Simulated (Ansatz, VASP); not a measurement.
# Fe in VASP and in Ansatz

```xyz
8
Lattice="4.3289 0.0000 0.0000 0.0000 4.3289 0.0000 0.0000 0.0000 4.3289" Properties=species:S:1:pos:R:3 pbc="T T T"
Fe    0.0000    4.3289    0.0000
Fe    2.1644    2.1644    2.1644
Fe    1.0822    4.3289    2.1644
Fe    3.2467    0.0000    2.1644
Fe    2.1644    1.0822    0.0000
Fe    2.1644    3.2467    0.0000
Fe    4.3289    2.1644    1.0822
Fe    4.3289    2.1644    3.2467
```

Alike in both runs: functional r2SCAN; k mesh 6 × 6 × 6; occupations fermi-dirac, width 0.1 eV; no spin polarisation.

Ansatz relaxed the structure, and its values are those at the end. VASP's run is a single point on that final structure, the one shown.

```csv
,VASP,Ansatz
version,VASP 6.6.1,Ansatz 0.2.0
potentials or method,"VASP PAW PBE potentials, release 64 (Fe)","plane waves (500 eV) with PAW, scalar-relativistic"
plane-wave cutoff (eV),520,500
valence electrons in the cell,64,128
```

Ansatz gave:

```
pressure (GPa) : 0.0
```

Estimate VASP's values.

pressure (GPa): 0.4.

The functional is the same, so the differences come from potentials, cutoffs and numerics. The two sets of potentials don't hold the same shells in valence.

Caveats: the PAW data sets were made with another functional, which shifts forces and pressure a little (VASP); the run has no spin polarisation, though such a crystal can be magnetic. Spin polarisation is off, so any magnetic state and its effect on volume and gap are missing.
